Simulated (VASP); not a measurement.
# KCl (Fm-3m) in VASP: further runs

KCl is run at these levels: PBE; tasks: single point.

Everything below comes from runs of VASP 6.6.1. Logs are shortened: lines on timing, memory, paths and dates and some standing lists are left out, and cuts for length are marked.

**Experimental background.**

From a printed reference work, monograph, for a bulk crystal of KCl: band gap 8.68 eV.

The results are compared with them further down.

## Step 1: The cell of the first run

The structure is cubic, space group Fm-3m (No. 225). The conventional cell has a = 6.378 Å, b = 6.378 Å, c = 6.378 Å, α = 90.00°, β = 90.00°, γ = 90.00°. Within 4.2 Å of K (site symmetry m-3m) lie 6 Cl at 3.19 Å. Within 4.2 Å of Cl (site symmetry m-3m) lie 6 K at 3.19 Å.

## Step 2: Single point, PBE

INCAR reads:

```
SYSTEM = KCl
ALGO = Normal
EDIFF = 1E-6
ENCUT = 520
GGA = PE
ISIF = 2
ISMEAR = 0
LASPH = .TRUE.
LCHARG = .FALSE.
LREAL = .FALSE.
LWAVE = .FALSE.
NBANDS = 15
NELM = 80
PREC = Accurate
SIGMA = 0.02
```

KPOINTS reads:

```
k-points
0
G
  6 6 6
  0 0 0
```

POSCAR reads:

```
KCl
1.0
    0.0000000000      3.1891815399      3.1891815399
    3.1891815399      0.0000000000      3.1891815399
    3.1891815399      3.1891815399      0.0000000000
K Cl
1 1
Direct
    0.0000000000      0.0000000000      0.0000000000
    0.5000000000      0.5000000000      0.5000000000
```

Potentials or basis: VASP PAW PBE potentials, release 64 (K_sv, Cl).

On the command line:

```sh
$ cat potpaw_PBE.64/K_sv/POTCAR potpaw_PBE.64/Cl/POTCAR > POTCAR
$ mpirun -np 1 vasp_std > vasp.out
```

OUTCAR:

```text
SYSTEM = KCl
   EDIFF = 1E-6
   ENCUT = 520
   GGA = PE
   ISIF = 2
   ISMEAR = 0
   LASPH = .TRUE.
   LREAL = .FALSE.
   NELM = 80
   PREC = Accurate

 ion  position               nearest neighbor table
   1  0.000  0.000  0.000-   2 3.19   2 3.19   2 3.19   2 3.19   2 3.19   2 3.19
   2  0.500  0.500  0.500-   1 3.19   1 3.19   1 3.19   1 3.19   1 3.19   1 3.19

  LATTYP: Found a face centered cubic cell.
 ALAT       =     6.3783630798

  Lattice vectors:

 A1 = (   0.0000000000,   3.1891815399,   3.1891815399)
 A2 = (   3.1891815399,   0.0000000000,   3.1891815399)
 A3 = (   3.1891815399,   3.1891815399,   0.0000000000)

Analysis of symmetry for initial positions (statically):
=====================================================================
 Subroutine PRICEL returns:
 Original cell was already a primitive cell.

 Routine SETGRP: Setting up the symmetry group for a
 face centered cubic supercell.

 Subroutine GETGRP returns: Found 48 space group operations
 (whereof 48 operations were pure point group operations)
 out of a pool of 48 trial point group operations.

The static configuration has the point symmetry O_h .

Analysis of symmetry for dynamics (positions and initial velocities):
=====================================================================
 Subroutine PRICEL returns:
 Original cell was already a primitive cell.

 Routine SETGRP: Setting up the symmetry group for a
 face centered cubic supercell.

 Subroutine GETGRP returns: Found 48 space group operations
 (whereof 48 operations were pure point group operations)
 out of a pool of 48 trial point group operations.

The dynamic configuration has the point symmetry O_h .

 Subroutine INISYM returns: Found 48 space group operations
 (whereof 48 operations are pure point group operations),
 and found     1 'primitive' translations

----------------------------------------------------------------------------------------

                                     Primitive cell

  volume of cell :      64.8736

  direct lattice vectors                    reciprocal lattice vectors
     0.000000000  3.189181540  3.189181540    -0.156780037  0.156780037  0.156780037
     3.189181540  0.000000000  3.189181540     0.156780037 -0.156780037  0.156780037
     3.189181540  3.189181540  0.000000000     0.156780037  0.156780037 -0.156780037

  length of vectors
     4.510183787  4.510183787  4.510183787     0.271550990  0.271550990  0.271550990

  position of ions in fractional coordinates (direct lattice)
     0.000000000  0.000000000  0.000000000
     0.500000000  0.500000000  0.500000000

  ion indices of the primitive-cell ions
   primitive index   ion index
                 1           1
                 2           2

----------------------------------------------------------------------------------------

 KPOINTS: k-points

Automatic generation of k-mesh.
 Grid dimensions read from file:
 generate k-points for:    6    6    6

 Generating k-lattice:

  Cartesian coordinates                     Fractional coordinates (reciprocal lattice)
    -0.026130006  0.026130006  0.026130006     0.166666667  0.000000000  0.000000000
     0.026130006 -0.026130006  0.026130006     0.000000000  0.166666667  0.000000000
     0.026130006  0.026130006 -0.026130006     0.000000000  0.000000000  0.166666667

  Length of vectors
     0.045258498  0.045258498  0.045258498

  Shift w.r.t. Gamma in fractional coordinates (k-lattice)
     0.000000000  0.000000000  0.000000000

 Subroutine IBZKPT returns following result:
 ===========================================

 Found     16 irreducible k-points:

 Following reciprocal coordinates:
            Coordinates               Weight
  0.000000  0.000000  0.000000      1.000000
  0.166667  0.000000  0.000000      8.000000
  0.333333  0.000000  0.000000      8.000000
  0.500000  0.000000  0.000000      4.000000
  0.166667  0.166667  0.000000      6.000000
  0.333333  0.166667  0.000000     24.000000
[... 8 lines left out ...]
 -0.333333  0.333333  0.166667     24.000000
 -0.333333  0.500000  0.166667     12.000000
   k-points           NKPTS =     16   k-points in BZ     NKDIM =     16   number of bands    NBANDS=     15
   number of dos      NEDOS =    301   number of ions     NIONS =      2
   total plane-waves  NPLWV =  46656
   dimension x,y,z NGX =    36 NGY =   36 NGZ =   36
   dimension x,y,z NGXF=    72 NGYF=   72 NGZF=   72
   ions per type =               1   1
   NGX,Y,Z   is equivalent  to a cutoff of  13.27, 13.27, 13.27 a.u.
   NGXF,Y,Z  is equivalent  to a cutoff of  26.54, 26.54, 26.54 a.u.
 SYSTEM =  KCl
   PREC   = accura    normal or accurate (medium, high low for compatibility)
   ISTART =      0    job   : 0-new  1-cont  2-samecut
   ICHARG =      2    charge: 1-file 2-atom 10-const
   ISPIN  =      1    spin polarized calculation?
   LNONCOLLINEAR =      F non collinear calculations
   LSORBIT =      F    spin-orbit coupling
   LASPH  =      T    aspherical Exc in radial PAW
   ENCUT  =  520.0 eV  38.22 Ry    6.18 a.u.   8.39  8.39  8.39*2*pi/ulx,y,z
   NELM   =     80;   NELMIN=  2; NELMDL= -5     # of ELM steps
   EDIFF  = 0.1E-05   stopping-criterion for ELM
   LREAL  =      F    real-space projection
   EDIFFG = 0.1E-04   stopping-criterion for IOM
   NSW    =      0    number of steps for IOM
   IBRION =     -1    ionic relax: 0-MD 1-quasi-New 2-CG
   NFREE  =      0    steps in history (QN), initial steepest desc. (CG)
   ISIF   =      2    stress and relaxation
   ISYM   =      2    0-nonsym 1-usesym 2-fastsym
   POTIM  = 0.5000    time-step for ionic-motion
   TEBEG  =    0.0;   TEEND  =   0.0 temperature during run
   PSTRESS=    0.0 pullay stress
   NELECT =      16.0000    total number of electrons
   NUPDOWN=      -1.0000    fix difference up-down
   EMIN   =  10.00;   EMAX   =-10.00  energy-range for DOS
   EFERMI =   0.00;   METHOD = LEGACY
   ISMEAR =     0;   SIGMA  =   0.02  broadening in eV -4-tet -1-fermi 0-gaus
   EFERMI_NEDOS =   21; number of points for ismear=-14 and -15
   IALGO  =     38    algorithm
   IMIX   =      4    mixing-type and parameters
     AMIX     =   0.40;   BMIX     =  1.00
     AMIX_MAG =   1.60;   BMIX_MAG =  1.00
  volume/ion in A,a.u.               =      32.44       218.89
  Fermi-wavevector in a.u.,A,eV,Ry     =   1.026658  1.940101 14.340889  1.054026
  Thomas-Fermi vector in A             =   2.160562
   LORBIT       =      0    0 simple, 1 ext, 2 COOP (PROOUT), +10 PAW based schemes
   GGA     = PE    functional components
   LHFCALC =     F    Hartree Fock is set to
   AEXX    =    0.0000 exact exchange contribution
   IVDW    =     0    specifies the selected vdW correction
   LEPSILON=     F    determine dielectric tensor
   LRPA    =     F    only Hartree local field effects (RPA)
 non-spin polarized calculation
 Gauss-broadening in eV      SIGMA  =   0.02
  energy-cutoff  :      520.00
  volume of cell :       64.87
 maximum number of plane-waves:      1807
 NGX is ok and might be reduce to    36
   NGX = 17   NGY = 17   NGZ = 17

 number of electron      15.9999998 magnetization

 Free energy of the ion-electron system (eV)
  ---------------------------------------------------
  ext. energy  EPLUGINS =         0.00000000
  ---------------------------------------------------
  free energy    TOTEN  =        -6.81093024 eV

  energy without entropy =       -6.81093024  energy(sigma->0) =       -6.81093024

 E-fermi :  -1.8021     XC(G=0):  -7.3754

 val. band max:       -1.9980738382   @ k =   0.0000   0.0000   0.0000
 cond. band min:       3.0522240714   @ k =   0.0000   0.0000   0.0000
 fundamental gap:      5.0502979096
 Fermi energy:        -1.8021235617

 k-point     1 :       0.0000    0.0000    0.0000
  band No.  band energies     occupation
      1     -29.2968      2.00000
      2     -14.0718      2.00000
      3     -12.7567      2.00000
      4     -12.7567      2.00000
      5     -12.7567      2.00000
      6      -1.9981      2.00000
      7      -1.9981      2.00000
      8      -1.9981      2.00000
      9       3.0522      0.00000
     10       6.3568      0.00000
     11       6.3568      0.00000
     12       6.3568      0.00000
     13       7.2114      0.00000
     14       7.2114      0.00000
     15      10.8372      0.00000

 k-point     2 :       0.1667    0.0000    0.0000
  band No.  band energies     occupation
      1     -29.2946      2.00000
      2     -14.1195      2.00000
      3     -12.7588      2.00000
      4     -12.7588      2.00000
      5     -12.6971      2.00000
      6      -2.2911      2.00000
      7      -2.0752      2.00000
      8      -2.0752      2.00000
      9       3.6644      0.00000
     10       6.1779      0.00000
     11       6.6869      0.00000
     12       6.6869      0.00000
     13       7.5589      0.00000
     14       7.5589      0.00000
     15      11.6909      0.00000

 k-point     3 :       0.3333    0.0000    0.0000
  band No.  band energies     occupation
      1     -29.2903      2.00000
      2     -14.2047      2.00000
      3     -12.7630      2.00000
      4     -12.7630      2.00000
      5     -12.5876      2.00000
      6      -2.7747      2.00000
      7      -2.2218      2.00000
      8      -2.2218      2.00000
      9       4.8874      0.00000
     10       6.1808      0.00000
     11       7.5804      0.00000
     12       7.5804      0.00000
     13       8.4413      0.00000
     14       8.4413      0.00000
     15      10.5848      0.00000
[... 199 lines left out ...]
 k-point    15 :      -0.3333    0.3333    0.1667
  band No.  band energies     occupation
      1     -29.2863      2.00000
      2     -14.1182      2.00000
      3     -12.8219      2.00000
      4     -12.8061      2.00000
      5     -12.6510      2.00000
      6      -2.6671      2.00000
      7      -2.4121      2.00000
      8      -2.3264      2.00000
      9       5.8740      0.00000
     10       6.1099      0.00000
     11       7.5642      0.00000
     12       7.8435      0.00000
     13       9.0467      0.00000
     14       9.5634      0.00000
     15       9.7161      0.00000

 k-point    16 :      -0.3333    0.5000    0.1667
  band No.  band energies     occupation
      1     -29.2856      2.00000
      2     -14.0490      2.00000
      3     -12.8588      2.00000
      4     -12.8223      2.00000
      5     -12.7060      2.00000
      6      -2.5446      2.00000
      7      -2.3907      2.00000
      8      -2.3400      2.00000
      9       5.2438      0.00000
     10       6.8038      0.00000
     11       6.8852      0.00000
     12       8.0008      0.00000
     13       8.8126      0.00000
     14       9.5464      0.00000
     15      10.0694      0.00000

------------------------ aborting loop because EDIFF is reached ----------------------------------------

  FORCE on cell =-STRESS in cart. coord.  units (eV):
  Direction    XX          YY          ZZ          XY          YZ          ZX
  --------------------------------------------------------------------------------------
  -------------------------------------------------------------------------------------
  Total        0.0179313      0.0179313      0.0179313      0.0000000      0.0000000      0.0000000
  in kB        0.4428491      0.4428491      0.4428491      0.0000000      0.0000000      0.0000000
  external PRESSURE =       0.4428491 kB  Pullay stress =       0.0000000 kB

 VOLUME and BASIS-vectors are now :
 -----------------------------------------------------------------------------
  energy-cutoff  :      520.00
  volume of cell :       64.87
      direct lattice vectors                 reciprocal lattice vectors
     0.000000000  3.189181540  3.189181540    -0.156780037  0.156780037  0.156780037
     3.189181540  0.000000000  3.189181540     0.156780037 -0.156780037  0.156780037
     3.189181540  3.189181540  0.000000000     0.156780037  0.156780037 -0.156780037

 POSITION                                       TOTAL-FORCE (eV/Angst)
 -----------------------------------------------------------------------------------
      0.00000      0.00000      0.00000         0.000000     -0.000000      0.000000
      3.18918      3.18918      3.18918        -0.000000      0.000000     -0.000000
 -----------------------------------------------------------------------------------
    total drift:                                0.000000      0.000000      0.000000

  FREE ENERGIE OF THE ION-ELECTRON SYSTEM (eV)
  ---------------------------------------------------
  free  energy   TOTEN  =        -6.8109302357 eV

  energy  without entropy=       -6.8109302357  energy(sigma->0) =       -6.81093024
```

Wall time 22 s (1 thread of Intel Xeon Platinum 8259CL at 2.50GHz (Skylake/Cascade Lake), shared host); peak memory 0.2 GiB.

What came out:

```
Free energy            : -6.8109 eV
Pressure               : 0.0 GPa
Band gap on the k mesh : 5.05 eV, direct
```

## Step 3: Single point, PBE (volume scaled by 0.88)

INCAR reads:

```
PREC = Accurate
ENCUT = 520
EDIFF = 1E-6
ISMEAR = 0
SIGMA = 0.02
LREAL = False
LASPH = True
NELM = 60
ALGO = Normal
ISIF = 2
LWAVE = False
LCHARG = True
GGA = PE
LELF = True
LVHAR = True
NBANDS = 15
```

KPOINTS reads:

```
Automatic mesh
0
Gamma
  6 6 6
```

POSCAR reads:

```
KCl
1.0
    0.0000000000      3.0561415668      3.0561415668
    3.0561415668      0.0000000000      3.0561415668
    3.0561415668      3.0561415668      0.0000000000
K Cl
1 1
Direct
    0.0000000000      0.0000000000      0.0000000000
    0.5000000000      0.5000000000      0.5000000000
```

Potentials or basis: VASP PAW PBE potentials, release 64 (K_sv, Cl).

On the command line:

```sh
$ cat potpaw_PBE.64/K_sv/POTCAR potpaw_PBE.64/Cl/POTCAR > POTCAR
$ mpirun -np 1 vasp_std > vasp.out
```

Run time: 11 s. Hardware: 1 thread of Intel Xeon 6975P-C, shared host; peak memory 0.17 GiB.

Results (log left out):

| Item | Value |
| --- | --- |
| Free energy | -6.7447 eV |
| Pressure | 2.9 GPa |
| Band gap on the k mesh | 5.50 eV, direct |

Levels at points of the mesh, in eV from the valence-band top:
```csv
k point,band 6,band 7,band 8,band 9,band 10,band 11
"(0.00, 0.00, 0.00)",0.00,0.00,0.00,5.50,8.41,8.41
"(0.50, 0.00, 0.00)",-1.22,-0.40,-0.40,7.85,8.95,10.81
"(0.50, 0.50, 0.00)",-0.71,-0.24,-0.24,6.44,8.76,10.40
```

## Step 4: Against experiment

Step 2. A measured gap of KCl is 8.68 eV (a printed reference work, monograph); the calculated 5.05 eV misses it by -3.63 eV. The value is that of PBE, without temperature or zero-point motion. Semilocal functionals fall short of measured gaps as a rule.
